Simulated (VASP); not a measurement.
AlP: single point with PBE+D3(BJ)

**Experimental background.**

A printed reference work, data compilation reports, for a bulk crystal of AlP at 4.2 K: band gap 2.505 eV (indirect).

AlP:

```
Al P
1.0
     0.00000    2.72616    2.72616
     2.72616    0.00000    2.72616
     2.72616    2.72616    0.00000
Al P
1 1
Direct
  0.00000 0.00000 0.00000
  0.75000 0.75000 0.75000
```

The cell is a database's computed one.

| Property | Result |
| --- | --- |
| Program | VASP 6.6.1 |
| Task | single point |
| Functional | PBE |
| Dispersion | D3(BJ) |
| Potentials or basis | VASP PAW PBE potentials, release 64 (Al, P) |
| Cutoff | 520 eV |
| k mesh | 8 × 8 × 8 |
| Occupations | gaussian, width 0.02 eV |
| Spin | no spin polarisation |

```json
{
 "Pressure": "-0.1 GPa",
 "Band gap on the k mesh": "1.57 eV, indirect (least direct gap 3.34 eV)",
 "Dispersion energy per atom": "-0.309 eV"
}
```

Levels at points of the mesh, in eV from the valence-band top:
| k point | band 1 | band 2 | band 3 | band 4 | band 5 | band 6 | band 7 | band 8 |
| --- | --- | --- | --- | --- | --- | --- | --- | --- |
| (0.00, 0.00, 0.00) | -11.53 | 0.00 | 0.00 | 0.00 | 3.34 | 4.57 | 4.57 | 4.57 |
| (0.50, 0.00, 0.00) | -9.84 | -5.55 | -0.77 | -0.77 | 2.83 | 4.82 | 4.82 | 8.29 |
| (0.50, 0.50, 0.00) | -9.17 | -5.32 | -2.11 | -2.11 | 1.57 | 2.47 | 11.11 | 11.11 |

It took 38 s on 1 thread of AMD EPYC 7571, with other jobs on the host, peak memory 0.14 GiB.

Against the measured gap of AlP, 2.505 eV (indirect; 4.2 K; a printed reference work, data compilation), the calculated 1.57 eV is off by -0.93 eV. The value is that of PBE+D3(BJ) on a finite k mesh, which can miss the band edges, without temperature or zero-point motion. Semilocal functionals fall short of measured gaps as a rule. The cell is a database's relaxed one, not the measured one, which moves gaps too.
